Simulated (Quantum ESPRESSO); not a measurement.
# Ge (Cmmm) in Quantum ESPRESSO: a series of runs

The runs below take Ge through single point, equation of state, with r2SCAN.

All numbers are computed with Quantum ESPRESSO 7.5; they aren't measurements. Logs are shortened: lines on timing, memory, paths and dates and some standing lists are left out, and cuts for length are marked.

## 1. Starting point

It takes space group Cmmm (No. 65, orthorhombic). Conventional cell: a = 2.794 Å, b = 5.201 Å, c = 2.698 Å, α = 90.00°, β = 90.00°, γ = 90.00°. Ge (site symmetry mmm) is surrounded by 8 Ge at 2.70 to 2.95 Å.

This isn't the form of Ge at room conditions, which is diamond.

## 2. Single point, r2SCAN, 18.43 Å³/atom

Input file pw.in:

```
&CONTROL
  calculation = 'scf'
  prefix = 'pwscf'
  outdir = './tmp'
  pseudo_dir = './pseudo'
  tprnfor = .true.
  tstress = .true.
  disk_io = 'nowf'
/
&SYSTEM
  ibrav = 0
  nat = 1
  ntyp = 1
  ecutwfc = 70
  nbnd = 13
  input_dft = 'r2scan'
  occupations = 'smearing'
  smearing = 'fd'
  degauss = 0.00367493
  nosym = .true.
  nr1 = 32
  nr2 = 32
  nr3 = 32
/
&ELECTRONS
  conv_thr = 1d-08
  electron_maxstep = 120
  mixing_beta = 0.5
/
ATOMIC_SPECIES
Ge    72.6300 Ge_ONCV_PBE-1.2.upf
CELL_PARAMETERS angstrom
   1.3686277522   -2.5474293491    0.0000000000
   1.3686277522    2.5474293491    0.0000000000
   0.0000000000    0.0000000000    2.6431496057
ATOMIC_POSITIONS crystal
Ge     0.5000000000    0.5000000000    0.0000000000
K_POINTS automatic
9 9 8 0 0 0
```

Potentials or basis: SG15 PBE 1.2.

The run is started by

```sh
$ OMP_NUM_THREADS=1 mpirun -n 2 pw.x -nk 2 -in pw.in > pw.out
```

pw.out:

```text
This program is part of the open-source Quantum ESPRESSO suite
     for quantum simulation of materials; please cite
         "P. Giannozzi et al., J. Phys.:Condens. Matter 21 395502 (2009);
         "P. Giannozzi et al., J. Phys.:Condens. Matter 29 465901 (2017);
         "P. Giannozzi et al., J. Chem. Phys. 152 154105 (2020);
     in publications or presentations arising from this work. More details at

     IMPORTANT: XC functional enforced from input :
     Exchange-correlation= R2SCAN
                           (   0   0   0   0   0 497 498)
     Any further DFT definition will be discarded
     Please, verify this is what you really want

     K-points division:     npool     =       2
     Subspace diagonalization in iterative solution of the eigenvalue problem:
     a serial algorithm will be used

     G-vector sticks info
     --------------------
     sticks:   dense  smooth     PW     G-vecs:    dense   smooth      PW
     Sum         557     557    181                 9839     9839    1867

     Using Slab Decomposition

     bravais-lattice index     =            0
     lattice parameter (alat)  =       5.4647  a.u.
     unit-cell volume          =     124.3758 (a.u.)^3
     number of atoms/cell      =            1
     number of atomic types    =            1
     number of electrons       =        14.00
     number of Kohn-Sham states=           13
     kinetic-energy cutoff     =      70.0000  Ry
     charge density cutoff     =     280.0000  Ry
     scf convergence threshold =      1.0E-08
     mixing beta               =       0.5000
     number of iterations used =            8  plain     mixing
     Exchange-correlation= R2SCAN
                           (   0   0   0   0   0 497 498)

     celldm(1)=   5.464720  celldm(2)=   0.000000  celldm(3)=   0.000000
     celldm(4)=   0.000000  celldm(5)=   0.000000  celldm(6)=   0.000000

     crystal axes: (cart. coord. in units of alat)
               a(1) = (   0.473278  -0.880913   0.000000 )
               a(2) = (   0.473278   0.880913   0.000000 )
               a(3) = (   0.000000   0.000000   0.914014 )

     reciprocal axes: (cart. coord. in units 2 pi/alat)
               b(1) = (  1.056462 -0.567593  0.000000 )
               b(2) = (  1.056462  0.567593 -0.000000 )
               b(3) = ( -0.000000  0.000000  1.094076 )

     PseudoPot. # 1 for Ge read from file:
     Ge_ONCV_PBE-1.2.upf
     Pseudo is Norm-conserving, Zval = 14.0
     Generated using ONCVPSP code by D. R. Hamann
     Using radial grid of  602 points,  6 beta functions with:
                l(1) =   0
                l(2) =   0
                l(3) =   1
                l(4) =   1
                l(5) =   2
                l(6) =   2

     atomic species   valence    mass     pseudopotential
     Ge               14.00    72.63000     Ge( 1.00)

     No symmetry found

   Cartesian axes

     site n.     atom                  positions (alat units)
         1        Ge     tau(   1) = (   0.4732780   0.0000000   0.0000000  )

     number of k points=   325  Fermi-Dirac smearing, width (Ry)=  0.0037

     Number of k-points >= 100: set verbosity='high' to print them.

     Dense  grid:     9839 G-vectors     FFT dimensions: (  32,  32,  32)

     WARNING: libxc functional with ID  497 depends
      on external parameters: check the user_guide of
      QE if you need to modify them or to check their
      default values.

     WARNING: libxc functional with ID  498 depends
      on external parameters: check the user_guide of
      QE if you need to modify them or to check their
      default values.

     Initial potential from superposition of free atoms

     starting charge      13.9462, renormalised to      14.0000
     Starting wfcs are random

     Self-consistent Calculation

     iteration #  1     ecut=    70.00 Ry     beta= 0.50
     Davidson diagonalization with overlap
     ethr =  1.00E-02,  avg # of iterations =  8.7

     total energy              =    -140.51976664 Ry
     estimated scf accuracy    <      48.64077162 Ry

     iteration #  2     ecut=    70.00 Ry     beta= 0.50
     Davidson diagonalization with overlap
     ethr =  1.00E-02,  avg # of iterations =  1.0

     total energy              =    -140.64104085 Ry
     estimated scf accuracy    <      14.37896403 Ry

     iteration #  3     ecut=    70.00 Ry     beta= 0.50
     Davidson diagonalization with overlap
     ethr =  1.00E-02,  avg # of iterations =  1.0

     total energy              =    -140.64789890 Ry
     estimated scf accuracy    <       0.07792843 Ry

     iteration #  4     ecut=    70.00 Ry     beta= 0.50
     Davidson diagonalization with overlap
     ethr =  5.57E-04,  avg # of iterations =  1.1

     total energy              =    -140.64824398 Ry
     estimated scf accuracy    <       0.00146629 Ry

     iteration #  5     ecut=    70.00 Ry     beta= 0.50
     Davidson diagonalization with overlap
     ethr =  1.05E-05,  avg # of iterations =  4.5

     total energy              =    -140.64833516 Ry
     estimated scf accuracy    <       0.00003885 Ry

     iteration #  6     ecut=    70.00 Ry     beta= 0.50
     Davidson diagonalization with overlap
     ethr =  2.78E-07,  avg # of iterations =  2.5

     total energy              =    -140.64833982 Ry
     estimated scf accuracy    <       0.00001516 Ry

     iteration #  7     ecut=    70.00 Ry     beta= 0.50
     Davidson diagonalization with overlap
     ethr =  1.08E-07,  avg # of iterations =  1.0

     total energy              =    -140.64833995 Ry
     estimated scf accuracy    <       0.00000013 Ry

     iteration #  8     ecut=    70.00 Ry     beta= 0.50
     Davidson diagonalization with overlap
     ethr =  9.52E-10,  avg # of iterations =  2.2

     total energy              =    -140.64833997 Ry
     estimated scf accuracy    <       0.00000034 Ry

     iteration #  9     ecut=    70.00 Ry     beta= 0.50
     Davidson diagonalization with overlap
     ethr =  9.52E-10,  avg # of iterations =  1.0

     total energy              =    -140.64833997 Ry
     estimated scf accuracy    <       0.00000002 Ry

     iteration # 10     ecut=    70.00 Ry     beta= 0.50
     Davidson diagonalization with overlap
     ethr =  1.21E-10,  avg # of iterations =  1.0

     End of self-consistent calculation

     Number of k-points >= 100: set verbosity='high' to print the bands.

     the Fermi energy is    14.2098 ev

!    total energy              =    -140.64833998 Ry
     estimated scf accuracy    <          2.1E-10 Ry
     smearing contrib. (-TS)   =      -0.00040222 Ry
     internal energy E=F+TS    =    -140.64793776 Ry

     The total energy is F=E-TS. E is the sum of the following terms:
     one-electron contribution =     -41.38312610 Ry
     hartree contribution      =      29.54892483 Ry
     xc contribution           =     -16.54908876 Ry
     ewald contribution        =    -112.26464772 Ry

     convergence has been achieved in  10 iterations

     Forces acting on atoms (cartesian axes, Ry/au):

     atom    1 type  1   force =     0.00000000    0.00000000    0.00000000

     Total force =     0.000000     Total SCF correction =     0.000001

     Computing stress (Cartesian axis) and pressure

          total   stress  (Ry/bohr**3)                   (kbar)     P=       -6.27
  -0.00012857  -0.00000000  -0.00000000          -18.91       -0.00       -0.00
  -0.00000000   0.00007225   0.00000000           -0.00       10.63        0.00
  -0.00000000   0.00000000  -0.00007153           -0.00        0.00      -10.52

=------------------------------------------------------------------------------=
   JOB DONE.
=------------------------------------------------------------------------------=
```

Wall time 1.7 min (2 MPI ranks of Arm Neoverse V1, shared host); peak memory 0.18 GiB.

What came out:

| Quantity | Value |
| --- | --- |
| Free energy | -1913.6182 eV |
| Pressure | -0.6 GPa |
| Band gap on the k mesh | none (metal or under the smearing width) |

Caveat: the potentials were made for another functional, which shifts forces and pressure.

## 3. Single point, r2SCAN, 18.82 Å³/atom

Changes to pw.in since step 2:

```diff
@@ -32,5 +32,5 @@
 CELL_PARAMETERS angstrom
-   1.3686277522   -2.5474293491    0.0000000000
-   1.3686277522    2.5474293491    0.0000000000
-   0.0000000000    0.0000000000    2.6431496057
+   1.3782662934   -2.5653695835    0.0000000000
+   1.3782662934    2.5653695835    0.0000000000
+   0.0000000000    0.0000000000    2.6617639486
 ATOMIC_POSITIONS crystal
```

Potentials or basis: SG15 PBE 1.2.

The run is started by

```sh
$ OMP_NUM_THREADS=1 mpirun -n 2 pw.x -nk 2 -in pw.in > pw.out
```

It took 1.7 min on 2 MPI ranks of Arm Neoverse V1, shared host; peak memory 0.18 GiB.

It converged, with:

```yaml
Free_energy: -1913.6149 eV
Pressure: -2.0 GPa
Band_gap_on_the_k_mesh: none (metal or under the smearing width)
```

Caveat: the potentials were made for another functional, which shifts forces and pressure.

## 4. Single point, r2SCAN, 19.21 Å³/atom

Changes to pw.in since step 3:

```diff
@@ -32,5 +32,5 @@
 CELL_PARAMETERS angstrom
-   1.3782662934   -2.5653695835    0.0000000000
-   1.3782662934    2.5653695835    0.0000000000
-   0.0000000000    0.0000000000    2.6617639486
+   1.3877718785   -2.5830623466    0.0000000000
+   1.3877718785    2.5830623466    0.0000000000
+   0.0000000000    0.0000000000    2.6801215215
 ATOMIC_POSITIONS crystal
```

The run is started by

```sh
$ OMP_NUM_THREADS=1 mpirun -n 2 pw.x -nk 2 -in pw.in > pw.out
```

Run time: 100 s. Hardware: 2 MPI ranks of Arm Neoverse V1, shared host; peak memory 0.2 GiB.

It converged, with:

```
Free energy            : -1913.6085 eV
Pressure               : -3.3 GPa
Band gap on the k mesh : none (metal or under the smearing width)
```

Caveat: the potentials were made for another functional, which shifts forces and pressure.

## 5. Single point, r2SCAN, 19.61 Å³/atom

Changes to pw.in since step 4:

```diff
@@ -32,5 +32,5 @@
 CELL_PARAMETERS angstrom
-   1.3877718785   -2.5830623466    0.0000000000
-   1.3877718785    2.5830623466    0.0000000000
-   0.0000000000    0.0000000000    2.6801215215
+   1.3971490000   -2.6005160000    0.0000000000
+   1.3971490000    2.6005160000    0.0000000000
+   0.0000000000    0.0000000000    2.6982310000
 ATOMIC_POSITIONS crystal
```

The run is started by

```sh
$ OMP_NUM_THREADS=1 mpirun -n 2 pw.x -nk 2 -in pw.in > pw.out
```

Run time: 1.7 min. Hardware: 2 MPI ranks of Arm Neoverse V1, shared host; peak memory 0.2 GiB.

Results (log left out):

```yaml
Free_energy: -1913.5991 eV
Pressure: -4.4 GPa
Band_gap_on_the_k_mesh: none (metal or under the smearing width)
```

Caveat: the potentials were made for another functional, which shifts forces and pressure.

## 6. Single point, r2SCAN, 20.00 Å³/atom

Changes to pw.in since step 5:

```diff
@@ -32,5 +32,5 @@
 CELL_PARAMETERS angstrom
-   1.3971490000   -2.6005160000    0.0000000000
-   1.3971490000    2.6005160000    0.0000000000
-   0.0000000000    0.0000000000    2.6982310000
+   1.4064019120   -2.6177384622    0.0000000000
+   1.4064019120    2.6177384622    0.0000000000
+   0.0000000000    0.0000000000    2.7161006002
 ATOMIC_POSITIONS crystal
```

Potentials or basis: SG15 PBE 1.2.

The run is started by

```sh
$ OMP_NUM_THREADS=1 mpirun -n 2 pw.x -nk 2 -in pw.in > pw.out
```

Wall time 1.7 min (2 MPI ranks of Arm Neoverse V1, shared host); peak memory 0.2 GiB.

The run converged. Its results:

- Free energy: -1913.5871 eV
- Pressure: -5.5 GPa
- Band gap on the k mesh: none (metal or under the smearing width)

Caveat: the potentials were made for another functional, which shifts forces and pressure.

## 7. Single point, r2SCAN, 20.39 Å³/atom

Changes to pw.in since step 6:

```diff
@@ -32,5 +32,5 @@
 CELL_PARAMETERS angstrom
-   1.4064019120   -2.6177384622    0.0000000000
-   1.4064019120    2.6177384622    0.0000000000
-   0.0000000000    0.0000000000    2.7161006002
+   1.4155346479   -2.6347372402    0.0000000000
+   1.4155346479    2.6347372402    0.0000000000
+   0.0000000000    0.0000000000    2.7337381113
 ATOMIC_POSITIONS crystal
```

The run is started by

```sh
$ OMP_NUM_THREADS=1 mpirun -n 2 pw.x -nk 2 -in pw.in > pw.out
```

Wall time 1.7 min (2 MPI ranks of Arm Neoverse V1, shared host); peak memory 0.2 GiB.

The run converged. Its results:

```yaml
Free_energy: -1913.5726 eV
Pressure: -6.4 GPa
Band_gap_on_the_k_mesh: none (metal or under the smearing width)
```

Caveat: the potentials were made for another functional, which shifts forces and pressure.

## 8. Single point, r2SCAN, 20.78 Å³/atom

Changes to pw.in since step 7:

```diff
@@ -32,5 +32,5 @@
 CELL_PARAMETERS angstrom
-   1.4155346479   -2.6347372402    0.0000000000
-   1.4155346479    2.6347372402    0.0000000000
-   0.0000000000    0.0000000000    2.7337381113
+   1.4245510352   -2.6515194585    0.0000000000
+   1.4245510352    2.6515194585    0.0000000000
+   0.0000000000    0.0000000000    2.7511509255
 ATOMIC_POSITIONS crystal
```

The run is started by

```sh
$ OMP_NUM_THREADS=1 mpirun -n 2 pw.x -nk 2 -in pw.in > pw.out
```

Wall time 1.7 min (2 MPI ranks of Arm Neoverse V1, shared host); peak memory 0.2 GiB.

Results (log left out):

| Quantity | Value |
| --- | --- |
| Free energy | -1913.5558 eV |
| Pressure | -7.3 GPa |
| Band gap on the k mesh | none (metal or under the smearing width) |

Caveat: the potentials were made for another functional, which shifts forces and pressure.

## 9. Equation of state, r2SCAN

Potentials or basis: SG15 PBE 1.2.

This step only gathers the single runs of the series.

What came out:

* Equilibrium volume: 18.27 Å³/atom (rough: see the caveat)
* Bulk modulus at fixed shape and positions: 70 GPa (rough)

Energy against volume, from the lowest point:
| volume (Å³/atom) | energy (meV/atom) |
| --- | --- |
| 18.431 | 0.00 |
| 18.823 | 3.22 |
| 19.215 | 9.66 |
| 19.607 | 19.02 |
| 19.999 | 31.08 |
| 20.391 | 45.60 |
| 20.783 | 62.31 |

Caveat: the potentials were made for another functional, which shifts forces and pressure; the minimum lies outside the volumes run; the cell was scaled at fixed shape and fractional positions, which overstates the stiffness of a crystal with free parameters, most of all of layers and chains.

## 10. The reference run

An earlier run on the cell as given: functional PBEsol; potentials or basis GBRV 1.5 PBEsol; cutoff 612 eV; density cutoff 4898 eV; k mesh 11 × 11 × 10; occupations fermi-dirac, width 0.05 eV; no spin polarisation.

- Pressure: -4.3 GPa
- Band gap on the k mesh: none (metal or under the smearing width)
